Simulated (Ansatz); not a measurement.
**BeS in Ansatz: convergence with cutoff**

Crystal: BeS.

```xyz
2
Lattice="0.0000 2.4250 2.4250 2.4250 0.0000 2.4250 2.4250 2.4250 0.0000" Properties=species:S:1:pos:R:3 pbc="T T T"
S     3.6375    3.6375    3.6375
Be    0.0000    0.0000    0.0000
```

```yaml
Program: Ansatz 0.2.0
Task: convergence study
Functional: PBE
Potentials_or_basis: all-electron LAPW, scalar-relativistic
Cutoff: 80 eV
Density_cutoff: 320 eV
Basis_error_allowed: 0.001 eV/atom
k_mesh: 9 × 9 × 9
Occupations: fermi-dirac, width 0.05 eV
Spin: no spin polarisation
```

These are the settings of the first run; the series varies cutoff, with any setting tied to it.

Hardware: 1 thread of Intel(R) Xeon(R) Processor @ 2.70GHz, on a shared host.

Q: The values tried are 80 eV, 110 eV, 140 eV, 180 eV, 230 eV, 290 eV, 360 eV, 450 eV, 560 eV, loosest first. From which on does the gap on the mesh stay within 0.01 eV of the tightest run that finished?

A: From 110 eV on.

| cutoff | energy less the tightest run, at zero smearing (meV/atom) | pressure (GPa) | gap on the mesh (eV) | SCF cycles | CPU time (s) | peak memory (GiB) |
| --- | --- | --- | --- | --- | --- | --- |
| 80 eV | 196.22 | 1.55 | 3.320 | 6 | 3.7 | 0.22 |
| 110 eV | 46.19 | 1.57 | 3.212 | 6 | 3.5 | 0.23 |
| 140 eV | 10.45 | 1.54 | 3.206 | 6 | 4 | 0.23 |
| 180 eV | 2.16 | 1.53 | 3.205 | 6 | 3.3 | 0.24 |
| 230 eV | 0.43 | 1.52 | 3.205 | 6 | 3.6 | 0.24 |
| 290 eV | 0.07 | 1.52 | 3.205 | 6 | 4.5 | 0.26 |
| 360 eV | 0.01 | 1.52 | 3.204 | 6 | 11 | 0.28 |
| 450 eV | 0.00 | 1.52 | 3.204 | 6 | 15 | 0.3 |
| 560 eV | 0.00 | 1.52 | 3.204 | 6 | 21 | 0.35 |

Against the tightest run, the energy stays within 1 meV/atom from 230 eV on; the pressure stays within 0.1 GPa from 80 eV on. The tightest run that finished is the yardstick and may itself not be fully converged.

Caveat, for the tightest run too: an odd mesh through Γ misses points on the zone boundary, where band edges often lie.
